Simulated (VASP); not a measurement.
# W (Fm-3m) in VASP: a series of runs

Runs on W. Level: PBE. Tasks: single point.

All numbers are computed with VASP 6.6.1; they aren't measurements. Logs are shortened: lines on timing, memory, paths and dates and some standing lists are left out, and cuts for length are marked.

### 1 The crystal as given

Symmetry: Fm-3m, No. 225, cubic system. The conventional cell has a = 4.060 Å, b = 4.060 Å, c = 4.060 Å, α = 90.00°, β = 90.00°, γ = 90.00°. W (site symmetry m-3m) has 12 W at 2.87 Å as nearest neighbours.

This isn't the form of W at room conditions, which is bcc.

### 2 Single point, PBE

Contents of INCAR:

```
SYSTEM = W
  ADDGRID = .FALSE.
  ALGO = Normal
  EDIFF = 1E-7
  ENCUT = 500
  GGA = PE
  ISIF = 2
  ISMEAR = 0
  LASPH = .TRUE.
  LCHARG = .FALSE.
  LREAL = Auto
  LWAVE = .FALSE.
  NBANDS = 13
  NELM = 100
  PREC = Accurate
  SIGMA = 0.15
```

Contents of KPOINTS:

```
k-points
0
G
  15 15 15
  0 0 0
```

Contents of POSCAR:

```
W
1.0
    0.0000000000      2.0300000000      2.0300000000
    2.0300000000      0.0000000000      2.0300000000
    2.0300000000      2.0300000000      0.0000000000
W
1
Direct
    0.0000000000      0.0000000000      0.0000000000
```

Potentials or basis: VASP PAW PBE potentials, release 64 (W_sv).

The run is started by

```bash
$ cat potpaw_PBE.64/W_sv/POTCAR > POTCAR
$ mpirun -np 1 vasp_std > vasp.out
```

OUTCAR:

```text
SYSTEM = W
   EDIFF = 1E-7
   ENCUT = 500
   GGA = PE
   ISIF = 2
   ISMEAR = 0
   LASPH = .TRUE.
   LREAL = Auto
   NELM = 100
   PREC = Accurate

 Found    120 irreducible k-points:

 Following reciprocal coordinates:
            Coordinates               Weight
  0.000000  0.000000  0.000000      1.000000
  0.066667  0.000000  0.000000      8.000000
  0.133333  0.000000  0.000000      8.000000
  0.200000  0.000000  0.000000      8.000000
  0.266667  0.000000  0.000000      8.000000
  0.333333  0.000000  0.000000      8.000000
   k-points           NKPTS =    120   k-points in BZ     NKDIM =    120   number of bands    NBANDS=     13
   number of dos      NEDOS =    301   number of ions     NIONS =      1
   total plane-waves  NPLWV =  13824
   dimension x,y,z NGX =    24 NGY =   24 NGZ =   24
   dimension x,y,z NGXF=    48 NGYF=   48 NGZF=   48
   ions per type =               1
   NGX,Y,Z   is equivalent  to a cutoff of  13.90, 13.90, 13.90 a.u.
   NGXF,Y,Z  is equivalent  to a cutoff of  27.80, 27.80, 27.80 a.u.
 SYSTEM =  W
   PREC   = accura    normal or accurate (medium, high low for compatibility)
   ISTART =      0    job   : 0-new  1-cont  2-samecut
   ICHARG =      2    charge: 1-file 2-atom 10-const
   ISPIN  =      1    spin polarized calculation?
   LNONCOLLINEAR =      F non collinear calculations
   LSORBIT =      F    spin-orbit coupling
   LASPH  =      T    aspherical Exc in radial PAW
   ENCUT  =  500.0 eV  36.75 Ry    6.06 a.u.   5.23  5.23  5.23*2*pi/ulx,y,z
   NELM   =    100;   NELMIN=  2; NELMDL= -5     # of ELM steps
   EDIFF  = 0.1E-06   stopping-criterion for ELM
   LREAL  =      T    real-space projection
   EDIFFG = 0.1E-05   stopping-criterion for IOM
   NSW    =      0    number of steps for IOM
   IBRION =     -1    ionic relax: 0-MD 1-quasi-New 2-CG
   NFREE  =      0    steps in history (QN), initial steepest desc. (CG)
   ISIF   =      2    stress and relaxation
   ISYM   =      2    0-nonsym 1-usesym 2-fastsym
   POTIM  = 0.5000    time-step for ionic-motion
   TEBEG  =    0.0;   TEEND  =   0.0 temperature during run
   PSTRESS=    0.0 pullay stress
   NELECT =      14.0000    total number of electrons
   NUPDOWN=      -1.0000    fix difference up-down
   EMIN   =  10.00;   EMAX   =-10.00  energy-range for DOS
   EFERMI =   0.00;   METHOD = LEGACY
   ISMEAR =     0;   SIGMA  =   0.15  broadening in eV -4-tet -1-fermi 0-gaus
   EFERMI_NEDOS =   21; number of points for ismear=-14 and -15
   IALGO  =     38    algorithm
   IMIX   =      4    mixing-type and parameters
     AMIX     =   0.40;   BMIX     =  1.00
     AMIX_MAG =   1.60;   BMIX_MAG =  1.00
  volume/ion in A,a.u.               =      16.73       112.91
  Fermi-wavevector in a.u.,A,eV,Ry     =   1.542688  2.915258 32.380324  2.379887
  Thomas-Fermi vector in A             =   2.648457
   LORBIT       =      0    0 simple, 1 ext, 2 COOP (PROOUT), +10 PAW based schemes
   GGA     = PE    functional components
   LHFCALC =     F    Hartree Fock is set to
   AEXX    =    0.0000 exact exchange contribution
   IVDW    =     0    specifies the selected vdW correction
   LEPSILON=     F    determine dielectric tensor
   LRPA    =     F    only Hartree local field effects (RPA)
 non-spin polarized calculation
 Gauss-broadening in eV      SIGMA  =   0.15
  energy-cutoff  :      500.00
  volume of cell :       16.73
 maximum number of plane-waves:       440
 NGX is ok and might be reduce to    24
   NGX = 11   NGY = 11   NGZ = 11

 number of electron      14.0000002 magnetization

 Free energy of the ion-electron system (eV)
  ---------------------------------------------------
  ext. energy  EPLUGINS =         0.00000000
  ---------------------------------------------------
  free energy    TOTEN  =       -12.47787041 eV

  energy without entropy =      -12.46360116  energy(sigma->0) =      -12.47073578

 E-fermi :  10.2327     XC(G=0): -13.3278

 val. band max:       10.2253333788   @ k =   0.2000   0.1333   0.0667
 cond. band min:      10.2647801328   @ k =   0.2000   0.0667   0.0000
 fundamental gap:      0.0394467540
 Fermi energy:        10.2327336424

 k-point     1 :       0.0000    0.0000    0.0000
  band No.  band energies     occupation
      1     -63.4809      2.00000
      2     -27.1359      2.00000
      3     -27.1359      2.00000
      4     -27.1359      2.00000
      5       1.3342      2.00000
      6       9.6927      2.00000
      7       9.6927      2.00000
      8       9.6927      2.00000
      9      12.7340      0.00000
     10      12.7340      0.00000
     11      22.9852      0.00000
     12      28.1121      0.00000
     13      28.1121      0.00000

 k-point     2 :       0.0667    0.0000    0.0000
  band No.  band energies     occupation
      1     -63.4768      2.00000
      2     -27.1854      2.00000
      3     -27.1423      2.00000
      4     -27.1423      2.00000
      5       1.5249      2.00000
      6       9.5457      2.00000
      7       9.7815      1.99998
      8       9.7815      1.99998
      9      12.6539      0.00000
     10      12.6539      0.00000
     11      23.3674      0.00000
     12      27.2822      0.00000
     13      28.4692      0.00000

 k-point     3 :       0.1333    0.0000    0.0000
  band No.  band energies     occupation
      1     -63.4650      2.00000
      2     -27.3235      2.00000
      3     -27.1602      2.00000
      4     -27.1602      2.00000
      5       2.0680      2.00000
      6       9.1897      2.00000
      7       9.9952      1.97485
      8       9.9952      1.97485
      9      12.5019      0.00000
     10      12.5019      0.00000
     11      24.3091      0.00000
     12      25.9252      0.00000
     13      29.4904      0.00000

 k-point     4 :       0.2000    0.0000    0.0000
  band No.  band energies     occupation
      1     -63.4475      2.00000
      2     -27.5228      2.00000
      3     -27.1864      2.00000
      4     -27.1864      2.00000
      5       2.8663      2.00000
      6       8.8266      2.00000
      7      10.1558      1.53198
      8      10.1558      1.53198
      9      12.5303      0.00000
     10      12.5303      0.00000
     11      24.0609      0.00000
     12      26.1552      0.00000
     13      31.0537      0.00000

 k-point     5 :       0.2667    0.0000    0.0000
  band No.  band energies     occupation
      1     -63.4274      2.00000
      2     -27.7457      2.00000
      3     -27.2164      2.00000
      4     -27.2164      2.00000
      5       3.7244      2.00000
      6       8.7115      2.00000
      7      10.0805      1.84877
      8      10.0805      1.84877
      9      12.9730      0.00000
     10      12.9730      0.00000
     11      22.9103      0.00000
     12      26.8069      0.00000
     13      32.7404      0.00000

 k-point     6 :       0.3333    0.0000    0.0000
  band No.  band energies     occupation
      1     -63.4082      2.00000
      2     -27.9534      2.00000
      3     -27.2449      2.00000
      4     -27.2449      2.00000
      5       4.3615      2.00000
      6       9.0929      2.00000
      7       9.8494      1.99970
      8       9.8494      1.99970
      9      13.7338      0.00000
     10      13.7338      0.00000
     11      21.9026      0.00000
     12      25.5414      0.00000
     13      31.8252      0.00000

 [... further k-points ...]

------------------------ aborting loop because EDIFF is reached ----------------------------------------

  FORCE on cell =-STRESS in cart. coord.  units (eV):
  Direction    XX          YY          ZZ          XY          YZ          ZX
  --------------------------------------------------------------------------------------
  -------------------------------------------------------------------------------------
  Total       -0.4610419     -0.4610419     -0.4610419     -0.0000000     -0.0000000      0.0000000
  in kB      -44.1502158    -44.1502158    -44.1502158     -0.0000000     -0.0000000      0.0000000
  external PRESSURE =     -44.1502158 kB  Pullay stress =       0.0000000 kB

 VOLUME and BASIS-vectors are now :
 -----------------------------------------------------------------------------
  energy-cutoff  :      500.00
  volume of cell :       16.73
      direct lattice vectors                 reciprocal lattice vectors
     0.000000000  2.030000000  2.030000000    -0.246305419  0.246305419  0.246305419
     2.030000000  0.000000000  2.030000000     0.246305419 -0.246305419  0.246305419
     2.030000000  2.030000000  0.000000000     0.246305419  0.246305419 -0.246305419

 POSITION                                       TOTAL-FORCE (eV/Angst)
 -----------------------------------------------------------------------------------
      0.00000      0.00000      0.00000         0.000000      0.000000     -0.000000
 -----------------------------------------------------------------------------------
    total drift:                                0.000000      0.000000     -0.000000

  FREE ENERGIE OF THE ION-ELECTRON SYSTEM (eV)
  ---------------------------------------------------
  free  energy   TOTEN  =       -12.4778704125 eV

  energy  without entropy=      -12.4636011570  energy(sigma->0) =      -12.47073578
```

Run time: 30 s. Hardware: 1 thread of Intel Xeon Platinum 8488C (Sapphire Rapids), shared host; peak memory 0.15 GiB.

These settings aren't checked as converged: the numbers below hold their error.

Results:

* Free energy: -12.4779 eV
* Pressure: -4.4 GPa
* Band gap on the k mesh: none (metal or under the smearing width)

### 3 Single point, PBE

Changes to INCAR since step 2:

```diff
@@ -3,3 +3,3 @@
   ALGO = Normal
-  EDIFF = 1E-7
+  EDIFF = 1E-5
   ENCUT = 500
@@ -10,3 +10,3 @@
   LCHARG = .FALSE.
-  LREAL = Auto
+  LREAL = .FALSE.
   LWAVE = .FALSE.
```

KPOINTS is that of step 2.

POSCAR is that of step 2.

Potentials or basis: VASP PAW PBE potentials, release 64 (W_sv).

The run is started by

```bash
$ cat potpaw_PBE.64/W_sv/POTCAR > POTCAR
$ mpirun -np 1 vasp_std > vasp.out
```

OUTCAR:

```text
SYSTEM = W
   EDIFF = 1E-5
   ENCUT = 500
   GGA = PE
   ISIF = 2
   ISMEAR = 0
   LASPH = .TRUE.
   LREAL = .FALSE.
   NELM = 100
   PREC = Accurate

 Found    120 irreducible k-points:

 Following reciprocal coordinates:
            Coordinates               Weight
  0.000000  0.000000  0.000000      1.000000
  0.066667  0.000000  0.000000      8.000000
  0.133333  0.000000  0.000000      8.000000
  0.200000  0.000000  0.000000      8.000000
  0.266667  0.000000  0.000000      8.000000
  0.333333  0.000000  0.000000      8.000000
   k-points           NKPTS =    120   k-points in BZ     NKDIM =    120   number of bands    NBANDS=     13
   number of dos      NEDOS =    301   number of ions     NIONS =      1
   total plane-waves  NPLWV =  13824
   dimension x,y,z NGX =    24 NGY =   24 NGZ =   24
   dimension x,y,z NGXF=    48 NGYF=   48 NGZF=   48
   ions per type =               1
   NGX,Y,Z   is equivalent  to a cutoff of  13.90, 13.90, 13.90 a.u.
   NGXF,Y,Z  is equivalent  to a cutoff of  27.80, 27.80, 27.80 a.u.
 SYSTEM =  W
   PREC   = accura    normal or accurate (medium, high low for compatibility)
   ISTART =      0    job   : 0-new  1-cont  2-samecut
   ICHARG =      2    charge: 1-file 2-atom 10-const
   ISPIN  =      1    spin polarized calculation?
   LNONCOLLINEAR =      F non collinear calculations
   LSORBIT =      F    spin-orbit coupling
   LASPH  =      T    aspherical Exc in radial PAW
   ENCUT  =  500.0 eV  36.75 Ry    6.06 a.u.   5.23  5.23  5.23*2*pi/ulx,y,z
   NELM   =    100;   NELMIN=  2; NELMDL= -5     # of ELM steps
   EDIFF  = 0.1E-04   stopping-criterion for ELM
   LREAL  =      F    real-space projection
   EDIFFG = 0.1E-03   stopping-criterion for IOM
   NSW    =      0    number of steps for IOM
   IBRION =     -1    ionic relax: 0-MD 1-quasi-New 2-CG
   NFREE  =      0    steps in history (QN), initial steepest desc. (CG)
   ISIF   =      2    stress and relaxation
   ISYM   =      2    0-nonsym 1-usesym 2-fastsym
   POTIM  = 0.5000    time-step for ionic-motion
   TEBEG  =    0.0;   TEEND  =   0.0 temperature during run
   PSTRESS=    0.0 pullay stress
   NELECT =      14.0000    total number of electrons
   NUPDOWN=      -1.0000    fix difference up-down
   EMIN   =  10.00;   EMAX   =-10.00  energy-range for DOS
   EFERMI =   0.00;   METHOD = LEGACY
   ISMEAR =     0;   SIGMA  =   0.15  broadening in eV -4-tet -1-fermi 0-gaus
   EFERMI_NEDOS =   21; number of points for ismear=-14 and -15
   IALGO  =     38    algorithm
   IMIX   =      4    mixing-type and parameters
     AMIX     =   0.40;   BMIX     =  1.00
[... 18 lines left out ...]

 number of electron      14.0000002 magnetization

 Free energy of the ion-electron system (eV)
  ---------------------------------------------------
  ext. energy  EPLUGINS =         0.00000000
  ---------------------------------------------------
  free energy    TOTEN  =       -12.47728263 eV

  energy without entropy =      -12.46301089  energy(sigma->0) =      -12.47014676

 E-fermi :  10.2343     XC(G=0): -13.3280

 val. band max:       10.2270363394   @ k =   0.2000   0.1333   0.0667
 cond. band min:      10.2665097654   @ k =   0.2000   0.0667   0.0000
 fundamental gap:      0.0394734260
 Fermi energy:        10.2342524878

 k-point     1 :       0.0000    0.0000    0.0000
  band No.  band energies     occupation
      1     -63.4751      2.00000
      2     -27.1317      2.00000
      3     -27.1317      2.00000
      4     -27.1317      2.00000
      5       1.3349      2.00000
      6       9.6944      2.00000
      7       9.6944      2.00000
      8       9.6944      2.00000
      9      12.7359      0.00000
     10      12.7359      0.00000
     11      22.9848      0.00000
     12      28.1121      0.00000
     13      28.1121      0.00000
[... 66 lines left out ...]
  band No.  band energies     occupation
      1     -63.4023      2.00000
      2     -27.9495      2.00000
      3     -27.2407      2.00000
      4     -27.2407      2.00000
      5       4.3623      2.00000
      6       9.0939      2.00000
      7       9.8510      1.99970
      8       9.8510      1.99970
      9      13.7358      0.00000
     10      13.7358      0.00000
     11      21.9030      0.00000
     12      25.5421      0.00000
     13      31.8255      0.00000

 [... further k-points ...]

------------------------ aborting loop because EDIFF is reached ----------------------------------------

  FORCE on cell =-STRESS in cart. coord.  units (eV):
  Direction    XX          YY          ZZ          XY          YZ          ZX
  --------------------------------------------------------------------------------------
  -------------------------------------------------------------------------------------
  Total       -0.5409390     -0.5409390     -0.5409390     -0.0000000      0.0000000     -0.0000000
  in kB      -51.8013091    -51.8013091    -51.8013091     -0.0000000      0.0000000     -0.0000000
  external PRESSURE =     -51.8013091 kB  Pullay stress =       0.0000000 kB

 VOLUME and BASIS-vectors are now :
 -----------------------------------------------------------------------------
  energy-cutoff  :      500.00
  volume of cell :       16.73
      direct lattice vectors                 reciprocal lattice vectors
     0.000000000  2.030000000  2.030000000    -0.246305419  0.246305419  0.246305419
     2.030000000  0.000000000  2.030000000     0.246305419 -0.246305419  0.246305419
     2.030000000  2.030000000  0.000000000     0.246305419  0.246305419 -0.246305419

 POSITION                                       TOTAL-FORCE (eV/Angst)
 -----------------------------------------------------------------------------------
      0.00000      0.00000      0.00000        -0.000000     -0.000000      0.000000
 -----------------------------------------------------------------------------------
    total drift:                               -0.000000      0.000000     -0.000000

  FREE ENERGIE OF THE ION-ELECTRON SYSTEM (eV)
  ---------------------------------------------------
  free  energy   TOTEN  =       -12.4772826285 eV

  energy  without entropy=      -12.4630108885  energy(sigma->0) =      -12.47014676
```

OSZICAR:

```text
N       E                     dE             d eps       ncg     rms          rms(c)
DAV:   1     0.848800600850E+02    0.84880E+02   -0.72103E+03  3152   0.118E+03
DAV:   2    -0.114402011035E+02   -0.96320E+02   -0.92625E+02  3535   0.311E+02
DAV:   3    -0.131055582665E+02   -0.16654E+01   -0.16543E+01  3450   0.397E+01
DAV:   4    -0.131130098781E+02   -0.74516E-02   -0.74513E-02  3530   0.294E+00
DAV:   5    -0.131130778323E+02   -0.67954E-04   -0.67955E-04  3505   0.264E-01    0.183E+01
DAV:   6    -0.126044655910E+02    0.50861E+00   -0.44671E-01  3310   0.878E+00    0.698E+00
DAV:   7    -0.124815802773E+02    0.12289E+00   -0.20694E-01  3465   0.562E+00    0.585E-01
DAV:   8    -0.124772860070E+02    0.42943E-02   -0.39113E-03  3140   0.788E-01    0.671E-02
DAV:   9    -0.124772826285E+02    0.33785E-05   -0.77573E-05  3825   0.101E-01
   1 F= -.12477283E+02 E0= -.12470147E+02  d E =-.142717E-01
```

Wall time 9 s (1 thread of Intel Xeon Platinum 8488C (Sapphire Rapids), shared host); peak memory 0.15 GiB.

The run converged, but some of its settings lie outside the range that counts as converged, so its numbers aren't taken as properties of the crystal.

What came out:

```yaml
Free_energy: -12.4773 eV
Pressure: -5.2 GPa
Band_gap_on_the_k_mesh: none (metal or under the smearing width)
```

### 4 Single point, PBE

Changes to INCAR since step 3:

```diff
@@ -3,4 +3,4 @@
   ALGO = Normal
-  EDIFF = 1E-5
-  ENCUT = 500
+  EDIFF = 1E-7
+  ENCUT = 400
   GGA = PE
```

Contents of KPOINTS:

```
k-points
0
G
  17 17 17
  0 0 0
```

POSCAR is that of step 3.

The run is started by

```bash
$ cat potpaw_PBE.64/W_sv/POTCAR > POTCAR
$ mpirun -np 1 vasp_std > vasp.out
```

It took 14 s on 1 thread of Intel Xeon Platinum 8488C (Sapphire Rapids), shared host; peak memory 0.14 GiB.

These settings aren't checked as converged: the numbers below hold their error.

Results:

- Free energy: -12.4736 eV
- Pressure: -4.0 GPa
- Band gap on the k mesh: none (metal or under the smearing width)

### 5 For comparison

An earlier run on the cell as given: functional PBEsol; potentials or basis VASP PAW PBE potentials, release 64 (W_sv); cutoff 520 eV; k mesh 11 × 11 × 11; occupations fermi-dirac, width 0.05 eV; no spin polarisation.

- Pressure: -12.3 GPa
- Band gap on the k mesh: none (metal or under the smearing width)
